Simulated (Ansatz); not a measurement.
The system is MgS.

```
CELL_PARAMETERS angstrom
4.03462 0.00000 0.00000
-2.01731 3.49409 0.00000
0.00000 0.00000 6.43229
ATOMIC_POSITIONS crystal
S 0.66667 0.33333 0.87924
S 0.33333 0.66667 0.37924
Mg 0.33333 0.66667 0.99575
Mg 0.66667 0.33333 0.49575
```

The cell comes from a database or a generator and needn't be the stable form of this composition.

Base run:

```yaml
Program: Ansatz 0.2.0
Functional: PBEsol
Potentials_or_basis: all-electron LAPW, non-relativistic
Cutoff: 192 eV
Density_cutoff: 767 eV
Basis_error_allowed: 0.002 eV/atom
k_mesh: 8 × 8 × 4
Occupations: fermi-dirac, width 0.05 eV
Spin: no spin polarisation
```

Its results: band gap on the k mesh 3.35 eV, direct; pressure -0.3 GPa; largest force 0.045 eV/Å.

The run is repeated on the same cell with these changes: potentials or basis from all-electron LAPW, non-relativistic to all-electron LAPW, scalar-relativistic. What comes out?

Band gap on the k mesh 3.27 eV, direct; pressure -0.3 GPa; largest force 0.045 eV/Å.

Not every run made on this cell is shown here.
